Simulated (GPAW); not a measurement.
The system is Au.

```
Au
1.0
     0.00000    2.03500    2.03500
     2.03500    0.00000    2.03500
     2.03500    2.03500    0.00000
Au
1
Cartesian
  0.0000 0.0000 0.0000
```

Base run:

```yaml
Program: GPAW 26.7.0
Functional: revPBE
Potentials_or_basis: the program's PAW data sets (release 1.2.1) made for this functional
Cutoff: 600 eV
Basis: pw
k_mesh: 11 × 11 × 11
Occupations: fermi-dirac, width 0.05 eV
Spin: no spin polarisation
```

Its results: pressure 16.1 GPa.

The run is repeated on the same cell with these changes: functional from revPBE to RPBE. What comes out?

Pressure 17.1 GPa.

Caveats: so large a pressure means that the cell lies far from this level's equilibrium, or that cutoff or potentials fall short.

Not every run made on this cell is shown here.
